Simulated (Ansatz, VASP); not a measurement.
# One calculation of NaF (Villiaumite), two programs

```xyz
2
Lattice="0.0000 2.2665 2.2665 2.2665 0.0000 2.2665 2.2665 2.2665 0.0000" Properties=species:S:1:pos:R:3 pbc="T T T"
Na    0.0000    0.0000    0.0000
F     2.2665    2.2665    2.2665
```

Alike in both runs: functional r2SCAN; k mesh 10 × 10 × 10; occupations fermi-dirac, width 0.02 eV; no spin polarisation.

Ansatz relaxed the structure, and its values are those at the end. VASP's run is a single point on that final structure, the one shown.

```csv
,VASP,Ansatz
version,VASP 6.6.1,Ansatz 0.2.0
potentials or method,"VASP PAW PBE potentials, release 64 (Na_pv, F)",PAW plane waves
plane-wave cutoff (eV),520,500
valence electrons in the cell,14,16
```

Ansatz gave:

```
gap on the k mesh at the Fermi level (eV) : 7.52
pressure (GPa)                            : 2.5
```

**Question.** Estimate VASP's values.

**Answer.** gap on the k mesh at the Fermi level (eV): 7.56; pressure (GPa): 1.7.

The functional is the same, so the differences come from potentials, cutoffs and numerics. The two sets of potentials don't hold the same shells in valence. Ansatz warned: «stress_scf_threshold_loose».

Caveats: the PAW data sets were made with another functional, which shifts forces and pressure a little (VASP). r2SCAN opens gaps a little over a GGA but as a rule still falls short of measured ones. A k mesh can miss the band edges.
